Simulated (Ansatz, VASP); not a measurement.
## Zr in VASP and in Ansatz

```
CELL_PARAMETERS angstrom
2.83381 0.00000 0.00000
-1.41690 2.45415 0.00000
0.00000 0.00000 2.79175
ATOMIC_POSITIONS crystal
Zr 0.00000 0.00000 0.00000
```

Alike in both runs: functional LDA; k mesh 15 × 15 × 14; occupations fermi-dirac, width 0.1 eV; no spin polarisation.

Ansatz relaxed the structure, and its values are those at the end. VASP's run is a single point on that final structure, the one shown.

|  | VASP | Ansatz |
| --- | --- | --- |
| version | VASP 6.6.1 | Ansatz 0.2.0 |
| potentials or method | VASP PAW LDA potentials, release 64 (Zr_sv) | PAW with Ansatz's default frozen-core files, scalar-relativistic |
| plane-wave cutoff (eV) | 520 | 420 |
| valence electrons in the cell | 12 | 12 |

Ansatz gave:

| Property | Result |
| --- | --- |
| pressure (GPa) | 15.0 |

Q: Which values does VASP return?

A: Pressure (GPa): 15.2.

Caveats: so large a pressure means that the cell lies far from this level's equilibrium, or that cutoff or potentials fall short (VASP).
